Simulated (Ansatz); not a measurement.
# HfC: the cost of one run

Computed with Ansatz 0.2.0 (DFT PBE, scalar-relativistic, plane waves, PAW, unless a step's input says otherwise).

1 further run of the same task is left out (it didn't finish).

### 1 Starting point

It takes space group P6_3/mmc (No. 194, hexagonal). Conventional cell: a = 3.343 Å, b = 3.343 Å, c = 5.203 Å, α = 90.00°, β = 90.00°, γ = 120.00°. Hf (site symmetry -6m2) is surrounded by 6 C at 2.33 Å. Around C (site symmetry -3m) lie 6 Hf at 2.33 Å.

As a file:

```cif
data_structure
_symmetry_space_group_name_H-M 'P 1'
_symmetry_Int_Tables_number 1
_cell_length_a 3.3429
_cell_length_b 3.3429
_cell_length_c 5.2027
_cell_angle_alpha 90.000
_cell_angle_beta 90.000
_cell_angle_gamma 120.000
_cell_volume 50.35
loop_
_atom_site_label
_atom_site_type_symbol
_atom_site_fract_x
_atom_site_fract_y
_atom_site_fract_z
_atom_site_occupancy
Hf1 Hf 0.66667 0.33333 0.75000 1
Hf2 Hf 0.33333 0.66667 0.25000 1
C1 C 0.00000 0.00000 0.00000 1
C2 C 0.00000 0.00000 0.50000 1
```

The structure comes from the Materials Project (structure only).

### 2 A distortion of lower symmetry

What differs from the listed cell: strain xx, yy, zz, yz, xz, xy = +6.7, +6.7, -2.3, +0.0, +0.0, +0.0 %; atoms moved by 0.10 Å root mean square, at most 0.14 Å.

input.yaml

```yaml
crystal:
  lattice:
    - [3.5675400805, 0.0, 0.0]
    - [-1.7837700402, 3.0895803387, 0.0]
    - [0.0, 0.0, 5.0841441479]
  atoms:
    - { symbol: Hf, position: [0.66666667, 0.33333333, 0.7771822276] }
    - { symbol: Hf, position: [0.33333333, 0.66666667, 0.2228177724] }
    - { symbol: C, position: [0.0, 0.0, 0.0] }
    - { symbol: C, position: [0.0, 0.0, 0.5] }
basis:
  ecutwfc: 420
kpoints:
  mp_grid: { grid: [15, 15, 8] }
hamiltonian:
  xc: pbe
scf:
  occupations: { method: gaussian, width: 0.1 }
output:
  forces: true
  stress: true
  eigenvalues: true
  populations: true
```

Started as:

```console
> ansatz run input.yaml --threads 1 --pin off --max-ram 1331MiB --backend cpu --events-out ev --progress --plain --runs-dir out
```

Q: Estimate wall time and peak memory on 1 thread of an Arm CPU, shared host.

About 23 s, with a peak of 0.51 GiB.
